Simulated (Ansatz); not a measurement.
# Si (Fd-3m) in Ansatz: reference runs

How does Si come out in PBE? The cell is run as given and disturbed.

Program: Ansatz 0.2.0. These are calculated values, not measurements. Logs are shortened: lines on timing, memory, paths and dates and some standing lists are left out, and cuts for length are marked.

### Step 1. Starting point

It takes space group Fd-3m (No. 227, cubic). The conventional cell has a = 5.444 Å, b = 5.444 Å, c = 5.444 Å, α = 90.00°, β = 90.00°, γ = 90.00°. Si (site symmetry -43m) is surrounded by 4 Si at 2.36 Å.

### Step 2. Single point, PBE

input.yaml

```yaml
crystal:
  lattice:
    - [0.0, 2.7218511865, 2.7218511865]
    - [2.7218511865, 0.0, 2.7218511865]
    - [2.7218511865, 2.7218511865, 0.0]
  atoms:
    - { symbol: Si, position: [0.5, 0.5, 0.5] }
    - { symbol: Si, position: [0.75, 0.75, 0.75] }
hamiltonian:
  xc: pbe
  pseudopotentials: { kind: paw }
kpoints:
  mp_grid: { grid: [8, 8, 8] }
scf:
  occupations: { method: fermi_dirac, width: 0.05 }
output:
  forces: true
  stress: true
  eigenvalues: true
```

Potentials or basis: Ansatz PAW.

On the command line:

```
ansatz run input.yaml --threads 1 --pin off --max-ram 2560MiB --backend cpu --events-out ev --progress --plain --runs-dir out
```

What it wrote:

```text
Warning: RAYON_NUM_THREADS=1 ignored (pool sized by the plan → 1); use --threads N
Engine: ansatz 0.2.0, x86_64-unknown-linux-gnu
Pseudopotentials: kind: paw
Pseudopotential: Si, paw, valence charge 4, recommended cutoff 420 eV (normal), Si.paw.azcp
Functional definition: PBE
  parameter kappa = 0.804
  parameter beta = 0.06672455060314922
  exchange = pbe_x(kappa = kappa, mu = beta*pi^2/3)
  correlation = pbe_c(beta = beta)
Crystal: 2 atoms, lattice volume = 40.330 Å³
Basis set: ecut = 420 eV, 749 PW (Γ), exchange–correlation on 54×54×54 points (8 copies of the dense FFT grid, shifted against one another)
Bands: 8, of which v1, the nominal top of the filled ones, is band 4 counted from 1 (3 counted from 0)
Symmetry: 48 space group operations
Space group: Fd-3m (ITA 227), of the structure as read, at distance tolerance 3.4e-5 Å
k-points: 29 of 512
Non-local potential: Si, projectors of the file, l = 0: 2, l = 1: 2, l = 2: 2
PAW form: soft (Blöchl's): semilocal exchange-correlation on the pseudo side does not see the compensation charge
PAW one-centre angular grid: Si, 110 points (default); XC on 64 Gauss nodes
Initial density: superposition of atomic densities (neutral atoms: chi_scale 0, normalization atom), corrected by the library's trained network
Initial wavefunctions: pseudopotential atomic-orbital guess
Functional: x = pbe(κ = 0.804, μ = 0.2195149727645171), c = pbe(β = 0.06672455060314922)
SCF iter   1: F=—  HF=-1271.613601 eV  |F-HF|=—  |Δ(HF+E_count)|=         —  Δρ=1.14e-3  dr2=2.91e-4  ethr=1.77e-3  ⟨swp⟩=5.8  Hψ=2032  notcnv=0
preconditioner: auto → none  [insulator: Δε(μ)=0.625 eV  Ē_g=9.448 eV  σ=0.050 eV  W_gap=1.00  n_scr=8 (ndim 8)  ℏωp=16.5 eV  f_vac=0.000  D(μ)=0.00/eV (n_scr^D=0)  ε∞_Penn≈4.1]
SCF iter   2: F=—  HF=-1271.613997 eV  |F-HF|=—  |Δ(HF+E_count)|=   3.95e-4  Δρ=4.76e-4  dr2=4.68e-5  ethr=3.64e-6  ⟨swp⟩=2.2  Hψ=581  notcnv=0
SCF iter   3: F=—  HF=-1271.614038 eV  |F-HF|=—  |Δ(HF+E_count)|=   4.16e-5  Δρ=9.42e-5  dr2=2.27e-6  ethr=5.85e-7  ⟨swp⟩=2.1  Hψ=349  notcnv=0
SCF iter   4: F=—  HF=-1271.614040 eV  |F-HF|=—  |Δ(HF+E_count)|=   1.39e-6  Δρ=2.04e-5  dr2=1.28e-7  ethr=2.84e-8  ⟨swp⟩=2.0  Hψ=348  notcnv=0
iter 5 did not close the SCF: its close was put off for the readings that it lacked (scf_convergence_deferred on its scf_iter line)
SCF iter   5: F=-1271.614040 eV  HF=-1271.614040 eV  |F-HF|=8.04e-10  |Δ(HF+E_count)|=   2.68e-8  Δρ=2.61e-6  dr2=1.26e-9  ethr=1.59e-9  ⟨swp⟩=2.0  Hψ=348  notcnv=0
SCF iter   6: F=-1271.614040 eV  HF=-1271.614040 eV  |F-HF|=4.09e-12  |Δ(HF+E_count)|=  9.14e-10  Δρ=3.32e-7  dr2=2.81e-11  ethr=1.58e-11  ⟨swp⟩=1.1  Hψ=715  notcnv=0
SCF 1 converged in 6 iterations: F = -1271.614040 eV  dr2 = 2.81e-11
SCF converged after 6 iterations
Free energy (F): -1271.614040 eV
Harris-Foulkes:  -1271.614040 eV  (|F-HF|=4.09e-12)
Internal energy: -1271.614014 eV  (E = F + TS)
E sigma→0 (E₀):  -1271.614027 eV
Entropy (-TS):   -0.000026 eV (-0.013 meV/atom)
Fermi energy:    6.448070 eV
--- Per-component energies (eV) ---
  E_band       = 8.903178
  E_kinetic    = 80.630078
  E_local      = -55.275495  (includes V_loc(G=0)·N_el)
  E_nonlocal   = 51.928282
  E_hartree    = 15.011962
  E_xc         = -110.333232
  E_vxc        = -93.430878  (∫ρ·V_xc dr)
  E_paw        = -1025.589661  (= ΣΔE_a)
  E_vpaw       = -4.972770  (= ΣTr[D̂ρ^β])
  E_aug_tail   = 0.000012  (compensation charges beyond the density's cutoff)
  E_ewald      = -227.985960
  E_smearing   = -0.000026  (= −TS)
  E_closure    = 0.000000  (closes the sum)
  Σ components = -1271.614040   (vs F -1271.614040, Δ=0.00e0)
--- Forces (eV/Å), atoms counted from 1 ---
  atom   1  Si     0.00000000     0.00000000     0.00000000
  atom   2  Si     0.00000000     0.00000000     0.00000000
  max |Σ_I F_I| component: 5.55e-17 eV/Å
--- Stress (GPa, compression-positive) ---
        1.342666       0.000000       0.000000
       -0.000000       1.342666       0.000000
       -0.000000       0.000000       1.342666
  P = ⅓ Tr σ = 1.3427 GPa (13.427 kbar)
--- Band table (eV; the first three rows and the last of 29) ---
  k-point 0: bands = ["-5.7567", "6.1558", "6.1558", "6.1558", "8.7131", "8.7131", "8.7131", "9.4376"]
  k-point 1: bands = ["-5.5538", "4.5593", "5.8688", "5.8688", "8.6346", "9.1346", "9.1346", "10.8017"]
  k-point 2: bands = ["-4.9621", "2.2421", "5.4006", "5.4006", "8.1576", "9.6529", "9.6529", "13.0137"]
  k-point 28: bands = ["-1.4777", "-1.4777", "2.3347", "2.3347", "10.4237", "10.4237", "11.1305", "11.1305"]
```

It took 0.43 s on 1 thread of INTEL XEON PLATINUM 8581C at 2.30GHz (Emerald Rapids), shared host; peak memory 0.31 GiB.

Results:

```
Free energy            : -1271.6140 eV
Pressure               : 1.3 GPa
Band gap on the k mesh : 0.63 eV, indirect (least direct gap 2.56 eV)
```

### Step 3. Single point, PBE (atoms moved at random, drawn with an rms of 0.05 Å)

input.yaml, as its differences from that of step 2:

```diff
@@ -6,4 +6,4 @@
   atoms:
-    - { symbol: Si, position: [0.5, 0.5, 0.5] }
-    - { symbol: Si, position: [0.75, 0.75, 0.75] }
+    - { symbol: Si, position: [0.509307, 0.489359, 0.503172] }
+    - { symbol: Si, position: [0.743873, 0.75191, 0.743863] }
 hamiltonian:
@@ -19 +19,5 @@
   eigenvalues: true
+  write_density: true
+  write_potential: true
+  elf: true
+  volumetric_format: npy
```

Potentials or basis: Ansatz PAW.

On the command line:

```
ansatz run input.yaml --threads 1 --pin off --max-ram 2560MiB --backend cpu --events-out ev --progress --plain --runs-dir out
```

Run time: 3.7 s. Hardware: 1 thread of INTEL XEON PLATINUM 8581C at 2.30GHz (Emerald Rapids), shared host; peak memory 0.41 GiB.

It converged, with:

```yaml
Free_energy: -1271.5829 eV
Pressure: 1.5 GPa
Largest_force: 0.905 eV/Å
Band_gap_on_the_k_mesh: 0.22 eV, indirect (least direct gap 2.02 eV)
```

Forces in eV/Å, atoms in the order of the input:
```
Si   0.100 -0.895 -0.084
Si  -0.100  0.895  0.084
```

Stress tensor (GPa, compression positive):
```
 1.59  0.25  2.59
 0.25  1.31 -0.30
 2.59 -0.30  1.59
```

Levels at points of the mesh, in eV from the valence-band top:
| k point | band 1 | band 2 | band 3 | band 4 | band 5 | band 6 | band 7 | band 8 |
| --- | --- | --- | --- | --- | --- | --- | --- | --- |
| (0.00, 0.00, 0.00) | -12.25 | -0.66 | -0.33 | 0.00 | 2.02 | 2.21 | 2.41 | 2.94 |
| (0.00, 0.00, -0.50) | -10.00 | -7.15 | -1.75 | -1.35 | 1.13 | 2.73 | 3.18 | 7.32 |
| (0.00, -0.50, 0.00) | -9.86 | -7.44 | -1.65 | -1.32 | 1.22 | 2.86 | 3.27 | 7.43 |
| (0.00, -0.50, -0.50) | -8.16 | -8.11 | -3.18 | -3.14 | 0.36 | 0.40 | 9.72 | 9.73 |
| (-0.50, 0.00, 0.00) | -10.03 | -7.07 | -1.73 | -1.42 | 1.11 | 2.75 | 3.10 | 7.30 |
| (-0.50, 0.00, -0.50) | -8.34 | -7.92 | -3.29 | -3.06 | 0.22 | 0.55 | 9.66 | 9.75 |
| (-0.50, -0.50, 0.00) | -8.16 | -8.12 | -3.18 | -3.14 | 0.36 | 0.39 | 9.72 | 9.72 |
| (-0.50, -0.50, -0.50) | -9.86 | -7.43 | -1.66 | -1.32 | 1.21 | 2.85 | 3.27 | 7.43 |
